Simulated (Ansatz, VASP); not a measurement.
# Two plane-wave programs on Ru

```
Ru
1.0
     2.72372    0.00000    0.00000
    -1.36186    2.35881    0.00000
     0.00000    0.00000    4.31026
Ru
2
Direct
  0.33333 0.66667 0.25000
  0.66667 0.33333 0.75000
```

Change from the starting cell: volume scaled by 1.02, PAW files.

Alike in both runs: task electric field gradients; functional PBEsol; k mesh 14 × 14 × 8; occupations fermi-dirac, width 0.03 eV; no spin polarisation.

|  | VASP | Ansatz |
| --- | --- | --- |
| version | VASP 6.6.1 | Ansatz 0.2.0 |
| potentials or method | VASP PAW PBE potentials, release 64 (Ru_pv) | PAW with Ansatz's default frozen-core files, scalar-relativistic |
| plane-wave cutoff (eV) | 520 | 420 |
| valence electrons in the cell | 28 | 32 |

```csv
,VASP,Ansatz,Ansatz less VASP
pressure (GPa),-12.3,-12.2,+0.12
largest component of the traceless stress (GPa),1.56,1.57,+0.013
Vzz of the field gradient on the site that differs most (V/Å²),-12.8,-8.9,+3.87
```

The two sets of potentials don't hold the same shells in valence. Ansatz warned: «gradients_without_spin_orbit».

Caveats: the PAW data sets were made with another functional, which shifts forces and pressure a little (VASP).
